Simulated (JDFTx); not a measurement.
Crystal: CuI (Marshite).

```
I Cu
1.0
     0.00000    3.03150    3.03150
     3.03150    0.00000    3.03150
     3.03150    3.03150    0.00000
I Cu
1 1
Direct
  0.00000 0.00000 0.00000
  0.75000 0.75000 0.75000
```

- Program: JDFTx 1.7.0 (patched build)
- Task: single point
- Functional: PBE
- Potentials or basis: PseudoDojo-SR-PBE-0.5-standard with smoothed tails
- Cutoff: 1252 eV
- Density cutoff: 10014 eV
- k mesh: 8 × 8 × 8
- Occupations: fermi-dirac, width 0.05 eV
- Spin: no spin polarisation

On this cell: pressure 0.1 GPa; largest force zero by symmetry; band gap on the k mesh 1.09 eV, direct.

The same run follows on a disturbed copy (atoms moved at random, drawn with an rms of 0.05 Å):

```
CELL_PARAMETERS angstrom
0.00000 3.03150 3.03150
3.03150 0.00000 3.03150
3.03150 3.03150 0.00000
ATOMIC_POSITIONS crystal
I 0.99532 0.00687 0.00367
Cu 0.76201 0.76128 0.73768
```

Problem. What does the disturbed cell give?

Solution. The energy moves by +3.4 meV/atom; pressure 0.3 GPa; largest force 0.187 eV/Å; band gap on the k mesh 1.08 eV, direct.

Forces in eV/Å, atoms in the order of the input:
```
I   -0.090 -0.022  0.163
Cu   0.090  0.022 -0.163
```

Stress tensor (GPa, compression positive):
```
 0.28  0.62 -0.08
 0.62  0.30 -0.34
-0.08 -0.34  0.25
```

Caveats: spin-orbit coupling is left out, which moves the levels of the heavy elements; the empty levels aren't tightly converged (some runs).

